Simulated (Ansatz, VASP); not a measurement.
**One calculation of Ti, two programs**

INCAR

```
SYSTEM = Ti
ALGO = Fast
DIPOL = 0.5 0.5 0.289
EDIFF = 1E-6
ENCUT = 520
GGA = PE
IDIPOL = 3
ISIF = 2
ISMEAR = 0
LASPH = .TRUE.
LCHARG = .TRUE.
LDIPOL = .TRUE.
LELF = .TRUE.
LREAL = .FALSE.
LVACPOTAV = .TRUE.
LVHAR = .TRUE.
LWAVE = .FALSE.
NBANDS = 25
NELM = 100
PREC = Accurate
SIGMA = 0.1
```

KPOINTS

```
k-points
0
G
  10 10 1
  0 0 0
```

POSCAR

```
Ti
1.0
    2.8193504947      0.0000000000      0.0000000000
   -0.9397834982      2.6581091378      0.0000000000
    0.0000000000      0.0000000000     21.3259744853
Ti
3
Direct
    0.5000000000      0.5000000000      0.1875646997
    0.0000000000      0.0000000000      0.2892724347
    0.5000000000      0.5000000000      0.3904147260
```

Input for Ansatz:

```yaml
crystal:
  lattice:
    - [2.8193504947, 0.0, 0.0]
    - [-0.9397834982, 2.6581091378, 0.0]
    - [0.0, 0.0, 21.3259744853]
  atoms:
    - { symbol: Ti, position: [0.5, 0.5, 0.1875646997] }
    - { symbol: Ti, position: [0.0, 0.0, 0.2892724347] }
    - { symbol: Ti, position: [0.5, 0.5, 0.390414726] }
basis:
  ecutwfc: 420
kpoints:
  mp_grid: { grid: [10, 10, 1] }
hamiltonian:
  xc: pbe
scf:
  occupations: { method: gaussian, width: 0.1 }
output:
  forces: true
  eigenvalues: true
  write_density: true
  write_potential: true
  elf: true
  volumetric_format: npy
efield:
  axis: 3
  dipole_correction: true
  ramp_width: 0.04
```

Alike in both runs: task single point; functional PBE; k mesh 10 × 10 × 1; occupations gaussian, width 0.1 eV; no spin polarisation.

```csv
,VASP,Ansatz
version,VASP 6.6.1,Ansatz 0.2.0
potentials or method,"VASP PAW PBE potentials, release 64 (Ti_sv)","scalar-relativistic, plane waves, PAW"
plane-wave cutoff (eV),520,420
valence electrons in the cell,36,36
```

Ansatz gave:

| Quantity | Value |
| --- | --- |
| gap on the k mesh at the Fermi level (eV) | none |
| rms of the force components (eV/Å) | 0.011 |
| work function, face that differs most (eV) | 4.37 |

Question: What did VASP give for the same quantities?

Answer: gap on the k mesh at the Fermi level (eV): none; rms of the force components (eV/Å): 0.012; work function, face that differs most (eV): 4.36.

Atom by atom the forces differ by 0.006 eV/Å (rms over components). A gap of «none» marks a metal or a gap that the smearing closes. Ansatz warned: «xc_potential_rough_in_thin_density».
